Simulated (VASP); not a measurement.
Wanted: the native input for a VASP 6.6.1 run.

- Task: band structure
- Functional: BLYP
- Potentials or basis: VASP PAW PBE potentials, release 64 (Ru_pv, Al)
- Cutoff: 520 eV
- k mesh: 9 × 9 × 9
- Occupations: fermi-dirac, width 0.05 eV
- Spin: no spin polarisation
- Further INCAR settings: ALGO = Normal; EDIFF = 1e-06; NBANDS = 16

The structure of AlRu lies in POSCAR:

```
AlRu
1.0
    2.9916000000      0.0000000000      0.0000000000
    0.0000000000      2.9916000000      0.0000000000
    0.0000000000      0.0000000000      2.9916000000
Ru Al
1 1
Direct
    0.5000000000      0.5000000000      0.5000000000
    0.0000000000      0.0000000000      0.0000000000
```

These files were run (other wordings do the same):

INCAR

```
SYSTEM = AlRu
PREC = Accurate
ENCUT = 520
EDIFF = 1E-6
ISMEAR = -1
SIGMA = 0.05
LREAL = .False.
LASPH = .True.
NELM = 80
ALGO = Normal
ISIF = 2
LWAVE = .False.
LCHARG = .False.
LMAXMIX = 4
GGA = B5
ALDAX = 1.0
AGGAX = 1.0
AGGAC = 1.0
ALDAC = 0.0
NBANDS = 16
```

KPOINTS

```
regular mesh
0
Gamma
  9 9 9
  0 0 0
```

KPOINTS_OPT

```
path GXMGRX,MR
15
line-mode
reciprocal
 0.0000000000  0.0000000000  0.0000000000  G
 0.0000000000  0.5000000000  0.0000000000  X

 0.0000000000  0.5000000000  0.0000000000  X
 0.5000000000  0.5000000000  0.0000000000  M

 0.5000000000  0.5000000000  0.0000000000  M
 0.0000000000  0.0000000000  0.0000000000  G

 0.0000000000  0.0000000000  0.0000000000  G
 0.5000000000  0.5000000000  0.5000000000  R

 0.5000000000  0.5000000000  0.5000000000  R
 0.0000000000  0.5000000000  0.0000000000  X

 0.5000000000  0.5000000000  0.0000000000  M
 0.5000000000  0.5000000000  0.5000000000  R
```

Potentials or basis: VASP PAW PBE potentials, release 64 (Ru_pv, Al).

The run is started by

```bash
$ cat potpaw_PBE.64/Ru_pv/POTCAR potpaw_PBE.64/Al/POTCAR > POTCAR
$ mpirun -np 1 vasp_std > vasp.out
```

It gave:

```yaml
Pressure: 9.6 GPa
Band_gap_along_the_path: none (metal or under the smearing width)
```

Caveat: the PAW data sets were made with another functional, which shifts forces and pressure a little.

It took 31 s on 1 thread of Intel(R) Xeon(R) Platinum 8375C CPU @ 2.90GHz (Ice Lake), on a shared host, peak memory 0.14 GiB.
